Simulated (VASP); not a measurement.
## VASP 6.6.1 run: NaI

INCAR

```
LCHARG = .FALSE.
ISIF = 2
NSW = 0
IBRION = -1
LREAL = .FALSE.
PREC = Accurate
LWAVE = .FALSE.
SIGMA = 0.02
NBANDS = 14
ISMEAR = -1
NELM = 71
GGA = PE
LASPH = .TRUE.
EDIFF = 1E-7
ENCUT = 520
```

KPOINTS

```
KPOINTS created by Atomic Simulation Environment
0
Gamma
3 3 3
0 0 0
```

POSCAR

```
Na I
 1.0000000000000000
     7.4125500000000004    0.0000000000000000    0.0000000000000000
     0.0000000000000000    7.4125500000000004    0.0000000000000000
     0.0000000000000000    0.0000000000000000    7.6355100000000000
 Na  I
   1   1
Cartesian
  0.0000000000000000  0.0000000000000000  0.0000000000000000
  3.7062750000000002  3.7062750000000002  3.8177550000000009
```

The recommended PBE PAW datasets give the neutral cell 14 valence electrons.

Command

```
mpirun -np 1 vasp_std
```

OSZICAR

```
N       E                     dE             d eps       ncg     rms          rms(c)
DAV:   1     0.492074714535E+02    0.49207E+02   -0.52299E+03   216   0.639E+02
DAV:   2     0.490380127933E+01   -0.44304E+02   -0.40438E+02   226   0.124E+02
DAV:   3    -0.399231796242E+01   -0.88961E+01   -0.88429E+01   204   0.404E+01
DAV:   4    -0.437474560841E+01   -0.38243E+00   -0.38234E+00   192   0.959E+00
DAV:   5    -0.438378698699E+01   -0.90414E-02   -0.90413E-02   222   0.200E+00    0.241E+00
DAV:   6    -0.326868312112E+01    0.11151E+01   -0.65856E-01   192   0.276E+00    0.169E+00
DAV:   7    -0.234750851312E+01    0.92117E+00   -0.12359E+00   198   0.308E+00    0.137E+00
DAV:   8    -0.223660350609E+01    0.11091E+00   -0.15866E-01   168   0.168E+00    0.891E-01
DAV:   9    -0.228090043953E+01   -0.44297E-01   -0.52010E-01   198   0.109E+00    0.106E+00
DAV:  10    -0.277223560691E+01   -0.49134E+00   -0.60782E+00   200   0.390E+00    0.141E+00
...
DAV:  16    -0.230024591894E+01   -0.59096E-02   -0.35274E-02   168   0.297E-01    0.251E-01
DAV:  17    -0.229662353866E+01    0.36224E-02   -0.67418E-03   168   0.155E-01    0.152E-01
DAV:  18    -0.229440966763E+01    0.22139E-02   -0.22014E-02   168   0.234E-01    0.557E-02
DAV:  19    -0.229453274563E+01   -0.12308E-03   -0.30124E-04   174   0.498E-02    0.374E-02
DAV:  20    -0.229444244599E+01    0.90300E-04   -0.10757E-04   174   0.195E-02    0.244E-02
DAV:  21    -0.229437272351E+01    0.69722E-04   -0.27674E-04   168   0.280E-02    0.548E-03
DAV:  22    -0.229437021322E+01    0.25103E-05   -0.68192E-06   192   0.611E-03    0.440E-03
DAV:  23    -0.229436943178E+01    0.78144E-06   -0.71748E-06   168   0.473E-03    0.483E-04
DAV:  24    -0.229436947398E+01   -0.42200E-07   -0.82867E-08   220   0.942E-04
   1 F= -.22943695E+01 E0= -.22943569E+01  d E =-.251233E-04
```

It converged. Results: gap between bands v and c on the k mesh 0.35 eV; least direct gap on the k mesh 0.35 eV; pressure -0.5 GPa. Band v is the last that the valence electrons fill when counted band by band, and c is the next.

Question: What is wrong with this input?

Answer: Cell typed in bohr. On sound settings PBE gives a gap of 2.30 eV on its mesh and a pressure of 1.5 GPa for the intended cell.
